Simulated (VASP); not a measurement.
# Co: relaxation of the atoms with PBE

Co, a slab with vacuum:

```
Co
1.0
     2.48989    0.00000    0.00000
     0.00000    4.02408    0.00000
     0.00000    0.00000   25.65662
Co
14
Cartesian
  0.0000 0.0000 6.0000
  1.2449 2.0120 6.7188
  1.2449 0.0000 8.1563
  0.0000 2.0120 8.8751
  0.0000 0.0000 10.3126
  1.2449 2.0120 11.0314
  1.2449 0.0000 12.4689
  0.0000 2.0120 13.1877
  0.0000 0.0000 14.6252
  1.2449 2.0120 15.3440
  1.2449 0.0000 16.7815
  0.0000 2.0120 17.5003
  0.0000 0.0000 18.9379
  1.2449 2.0120 19.6566
```

```yaml
Program: VASP 6.6.1
Task: relaxation of the atoms
Functional: PBE
Potentials_or_basis: VASP PAW PBE potentials, release 64 (Co)
Cutoff: 400 eV
k_mesh: 13 × 8 × 1
Occupations: methfessel-paxton, width 0.1 eV
Spin: collinear spin, ferromagnetic start
Starting_moments: "[2.0, 2.0, 2.0, 2.0, 2.0, 2.0, 2.0, 2.0, 2.0, 2.0, 2.0, 2.0, 2.0, 2.0] μB"
Further_INCAR_settings: ALGO = Fast; EDIFF = 1e-06; IBRION = 2; EDIFFG = -0.005; NSW = 40
```

| Item | Value |
| --- | --- |
| Energy gained by relaxing | 2.9 meV/atom |
| Ionic steps | 15 |
| Largest force after relaxing | 0.003 eV/Å |
| Net moment | 22.99 μB per cell |
| Site moments | Co +1.79, +1.68, +1.64, +1.65, +1.61, +1.62 μB |
| Valence electrons inside the program's atomic spheres | Co 8.11, 8.19, 8.29, 8.27, 8.28 |

Forces in eV/Å, atoms in the order of the input:
```
Co   0.000  0.000  0.001
Co   0.000  0.000  0.003
Co   0.000  0.000 -0.002
Co   0.000  0.000  0.001
Co   0.000  0.000 -0.003
Co   0.000  0.000  0.001
Co   0.000  0.000 -0.002
Co   0.000  0.000  0.002
Co   0.000  0.000 -0.001
Co   0.000  0.000  0.003
Co   0.000  0.000 -0.001
Co   0.000  0.000  0.002
Co   0.000  0.000 -0.003
Co   0.000  0.000 -0.001
```

Step by step:
```tsv
step	energy change (eV)	largest force (eV/Å)	pressure (GPa)
1	0.0000	0.4691	-1.96
2	-0.0256	0.2823	-1.79
3	-0.0354	0.1380	-1.58
4	-0.0390	0.0726	-1.55
5	-0.0403	0.0362	-1.51
6	-0.0403	0.0445	-1.50
7	-0.0407	0.0146	-1.47
8	-0.0407	0.0155	-1.47
9	-0.0408	0.0075	-1.46
10	-0.0408	0.0072	-1.45
11	-0.0408	0.0102	-1.44
12	-0.0408	0.0078	-1.42
13	-0.0410	0.0089	-1.38
14	-0.0409	0.0115	-1.37
15	-0.0410	0.0032	-1.34
```

Final structure:
```
CELL_PARAMETERS angstrom
2.48989 0.00000 0.00000
0.00000 4.02408 0.00000
0.00000 0.00000 25.65662
ATOMIC_POSITIONS crystal
Co 0.00000 0.00000 0.23664
Co 0.50000 0.50000 0.26106
Co 0.50000 0.00000 0.31766
Co 0.00000 0.50000 0.34542
Co 0.00000 0.00000 0.40206
Co 0.50000 0.50000 0.42973
Co 0.50000 0.00000 0.48602
Co 0.00000 0.50000 0.51398
Co 0.00000 0.00000 0.57027
Co 0.50000 0.50000 0.59794
Co 0.50000 0.00000 0.65458
Co 0.00000 0.50000 0.68234
Co 0.00000 0.00000 0.73894
Co 0.50000 0.50000 0.76336
```

Levels at points of the mesh, in eV from the Fermi level:
Spin up:
| k point | band 71 | band 72 | band 73 | band 74 | band 75 | band 76 | band 77 | band 78 | band 79 |
| --- | --- | --- | --- | --- | --- | --- | --- | --- | --- |
| (0.00, 0.00, 0.00) | -0.72 | -0.66 | -0.65 | -0.61 | -0.57 | -0.57 | -0.01 | 0.37 | 0.89 |
| (0.00, 0.50, 0.00) | -0.87 | -0.87 | -0.83 | -0.83 | -0.68 | -0.68 | -0.57 | -0.57 | -0.15 |
Spin down:
| k point | band 49 | band 50 | band 51 | band 52 | band 53 | band 54 | band 55 | band 56 |
| --- | --- | --- | --- | --- | --- | --- | --- | --- |
| (0.00, 0.00, 0.00) | -0.48 | -0.45 | -0.39 | -0.30 | -0.29 | -0.26 | -0.24 | -0.18 |
| (0.00, 0.50, 0.00) | -0.13 | -0.13 | -0.08 | -0.08 | -0.04 | -0.04 | 0.00 | 0.00 |

Run time: 53 min on 4 MPI ranks on AMD EPYC 9R45 (Zen 5), on a shared host, peak memory 0.81 GiB a rank.

Caveat: the bands computed are all filled at some k points, so no gap is given.
